**Q:** I need the volume of aluminium from a calculation, and every colleague recommends a different functional. How much depends on the choice?

**A:** A few per cent of the volume, which is about one per cent of the distance between neighbouring atoms. That sounds harmless until you turn it into a pressure. The bulk modulus of aluminium is roughly 80 GPa, so squeezing its volume by 4% takes about 3 GPa. Going from one common functional to another can shift the crystal as much as a pressure of that size would.

Static-lattice equilibrium volume of fcc aluminium (Fm-3m) from classical force fields and Kohn-Sham DFT, in the programs named in the table, each at its own method's energy minimum. The last column subtracts the volume measured at 298.15 K, 16.603 Å³/atom, which is not corrected for thermal expansion or zero-point motion.

```tsv
method	rung	program	potentials	basis	k mesh	smearing	equilibrium volume (Å³/atom)	computed less measured (Å³/atom)
2NN MEAM	force field	LAMMPS	MoCoNiVFeAlCr_2nn.meam	default	none 1-atom cell	none	16.542	-0.061
EAM	force field	matscipy EAM	Al_jnp.eam	default	none 4-atom cell	none	15.852	-0.751
LDA	LDA	CONQUEST	PseudoDojo NC LDA	DZP	9x9x7 2-atom cell	Fermi Dirac 0.05eV	15.966	-0.637
PBE	GGA	FLEUR	all electron	4.1 Kmax	11x11x11 1-atom cell	Fermi Dirac 0.05eV	16.514	-0.089
PBE-D3(BJ)	GGA	Ansatz	Ansatz PAW	420 eV	11x11x11 1-atom cell	Fermi Dirac 0.05eV	15.829	-0.774
PW91	GGA	FLEUR	all electron	3.8 Kmax	11x11x11 1-atom cell	gaussian 0.1eV	16.598	-0.005
PBEsol0	hybrid	Ansatz	Ansatz PAW	420 eV	6x6x6 1-atom cell	Fermi Dirac 0.05eV	?	?
```

**Q:** PW91 hits the measured volume almost exactly. Why not take it and stop there?

**A:** Because the two numbers describe different conditions. The measurement was made at room temperature, while the calculations hold the nuclei still. Thermal expansion and zero-point motion together swell aluminium by roughly 0.35 Å³ per atom, a general estimate that I bring in from outside the table. A fair target for a static calculation is therefore about 16.25 Å³, and PW91 lies about 0.3 Å³ above it. Its match with the measurement comes from two errors that cancel.

The same correction is kind to LDA. Its volume is 0.64 Å³ below the measured one, but only about 0.3 Å³ below the static target. In this table LDA and the two plain GGAs, PBE and PW91, thus stand on opposite sides of the target at similar distances. The balance owes something to this particular LDA run: another one, with plane waves and an 11x11x11 mesh, gives 15.80 Å³, about 0.45 Å³ below the target.

**Q:** Why does LDA come out small and a GGA large?

**A:** Start from the limit in which LDA is exact, an electron gas of uniform density. A crystal departs from that limit, and a GGA responds by lowering the exchange energy wherever the density varies strongly compared with its own size. When you pull the atoms apart, the valence density thins out and, taken over the whole crystal, this relative variation grows. The gradient term therefore favours the expanded crystal over the compressed one, and so it pushes the atoms apart.

**Q:** Can I estimate how far it pushes them?

**A:** Treat the crystal as a spring with a small extra force on it. Near the LDA minimum $V_0$ the energy at volume $V$ is

$$E(V) \approx E_0 + \tfrac{1}{2}K\,(V-V_0)^2 + \lambda\, g(V),$$

where $E_0$ is the energy at that minimum, $K$ is the stiffness, $g(V)$ is the gradient term and $\lambda$ is its strength. Setting the slope to zero gives

$$V - V_0 \approx -\lambda\, g'(V_0)/K .$$

Since $g$ falls as the crystal expands, the shift is positive, and it is proportional to $\lambda$. No gradient term gives LDA, full strength gives PBE, and half strength lands about half way between.

**Q:** Do the numbers bear this out?

**A:** They show the direction. The mean of PBE and PW91 lies 0.59 Å³ above LDA. The cause is argued from theory, because the LDA run also differs in program, potential and basis, and these differences can widen or narrow the gap. PBE and PW91 themselves differ by less than 0.1 Å³, with different basis cutoffs and smearing, so I average them and don't ask which is better.

**Q:** PBE-D3(BJ) is called a GGA too, yet it lies as low as LDA.

**A:** It carries an added attraction between pairs of atoms, which draws the crystal together. In a metal the mobile electrons screen such attractions, and a sum over pairs leaves that screening out, so too much contraction is plausible. The volume is 0.69 Å³ below that of PBE, but the two runs come from different programs, so I wouldn't book the whole difference to the dispersion term. A cleaner pair from outside the table shows that such a term can pull this hard: with BLYP, in one program and at the same settings, adding D3 takes the volume from 17.46 to 16.49 Å³. The row stays out of my rule because it contains a force that the rule doesn't describe.

**Q:** And the force fields?

**A:** They also differ from each other by 0.69 Å³, more than LDA and PBE do. The volume that a force field gives depends on how its parameters were chosen. In MEAM the neighbour distance of a reference structure is itself an input, so its closeness to the measured volume reflects the parametrisation more than any prediction. The error belongs to the parameter file, and there is no typical "force field error" to remember.

**Q:** Then use your rule. What should PBEsol0 give?

**A:** It takes two steps, because PBEsol0 changes two things. The first is a weaker gradient term: the coefficient in the exchange energy is about 0.12 in PBEsol and 0.22 in PBE, a ratio of 0.545. I treat PW91 as similar to PBE and let the exchange coefficient stand for the whole gradient correction, which is a simplification. Starting from LDA, the rule gives

$$15.966 + 0.545 \times 0.590 \approx 16.29\ \text{Å}^3 .$$

The second change replaces a quarter of the exchange energy by exact exchange. Hybrids often give shorter distances in solids than the GGA they are built on, which I use here as an observed tendency and don't derive. For aluminium I take a contraction of roughly 0.25 Å³, again a general estimate from outside the table. The forecast is then

$$16.29 - 0.25 = 16.04\ \text{Å}^3 .$$

**Q:** How sure are you?

**A:** I give it a range from 15.6 to 16.4 Å³. The half-width of 0.4 Å³ is a judgement, and its largest part is the coarse 6x6x6 mesh. In a metal, levels cross the Fermi energy as the volume changes. With few mesh points and little smearing each crossing leaves a ripple in the energy curve, and a ripple can move the minimum. Exact exchange adds an error of its own, since it often converges slowly with the mesh.

In words, PBEsol0 should lie below the measured volume and below both PBE and PW91. I forecast no order against LDA or PBE-D3(BJ), since both fall inside my range. Without the contraction by exact exchange the answer would be about 16.3 Å³, which is also inside the range. A hit will therefore not tell us whether that second step was right.

**Q:** Let's see the result.

The withheld rows as computed:

```tsv
method	rung	program	potentials	basis	k mesh	smearing	equilibrium volume (Å³/atom)	computed less measured (Å³/atom)
PBEsol0	hybrid	Ansatz	Ansatz PAW	420 eV	6x6x6 1-atom cell	Fermi Dirac 0.05eV	16.187	-0.416
```

**A:** The computed volume is 16.19 Å³, so the forecast was 0.15 Å³ too low and well inside its range. The statements about the measured volume, PBE and PW91 hold as well. The PBEsol0 run had no part in the interpolation, which used only LDA, PBE and PW91; the printed output below gives each step.

**Q:** But your first step alone, at 16.29 Å³, was closer.

**A:** It was, by about 0.05 Å³. That is far less than the uncertainty of either number, so the result doesn't decide between them. The contraction may be weaker than I assumed, or the coarse mesh may have moved the minimum upwards; both are guesses until PBEsol and PBEsol0 are run in the same program on a denser mesh.

The starting point deserves the same suspicion. A well-converged static LDA volume for aluminium is nearer 15.8 Å³ than the value in the table. Had I started there, the forecast would have been about 0.08 Å³ lower and the miss correspondingly larger, while the first step alone would have come closer still. The hit is consistent with the broad picture of a weaker gradient term and a smaller volume, but a range this wide can't prove it.

**Q:** On paper PBEsol0 is still 2.5% below the measured volume, while PBE is only 0.5% below. My report would rank PBE first.

**A:** That ranking changes once the conditions match. PBEsol0 lies 0.42 Å³ below the measurement, and roughly 0.35 Å³ of that is the swelling which a static calculation leaves out. What remains is smaller than the uncertainty of this run. PBE, by contrast, moves from slightly too small to about 0.3 Å³ too large.

**Q:** So PBEsol0 is the accurate one?

**A:** This run agrees with the static target, which is a weaker statement. With such a coarse mesh, a good functional and a lucky ripple would look the same. Nor would a right volume make PBEsol0 a good choice for other properties: in a metal, unscreened exact exchange distorts the levels around the Fermi energy. For your report, first correct the measured volume for temperature and zero-point motion, and then check that a denser mesh and a higher cutoff leave the computed minimum where it is. Only after both steps does a difference of a few tenths of an Å³ tell you something about the functional.

Output of the analysis:

```
measured volume at room temperature (Å³/atom): 16.6
rough static reference volume (Å³/atom): 16.25
Offsets of each run:
         row  percent from measured  Å³ from rough static reference  neighbour distance in Å
    2NN MEAM                -0.3674                           0.289                     2.86
         EAM                 -4.523                          -0.401                     2.82
         LDA                 -3.837                          -0.287                    2.826
         PBE                 -0.536                           0.261                    2.858
  PBE-D3(BJ)                 -4.662                          -0.424                    2.818
        PW91               -0.03012                           0.345                    2.863
     PBEsol0                 -2.506                          -0.066                    2.839
mean of PBE and PW91 less LDA (Å³/atom): 0.59
PBE less LDA (Å³/atom): 0.548
PW91 less PBE (Å³/atom): 0.084
PBE-D3(BJ) less PBE (Å³/atom): -0.685
PBE-D3(BJ) less LDA (Å³/atom): -0.137
2NN MEAM less EAM (Å³/atom): 0.69
gradient strength of PBEsol as a fraction of PBE: 0.5455
rival forecast without exact-exchange contraction (Å³/atom): 16.29
forecast for PBEsol0 (Å³/atom): 16.04
judged half-width of the forecast (Å³/atom): 0.4
change of forecast if LDA were at a rough 15.8 (Å³/atom): -0.07545
computed PBEsol0 volume (Å³/atom): 16.19
computed PBEsol0 less forecast (Å³/atom): 0.1492
computed PBEsol0 less rival forecast (Å³/atom): -0.1008
size of the miss in half-widths: 0.373
computed PBEsol0 less PBE (Å³/atom): -0.327
```
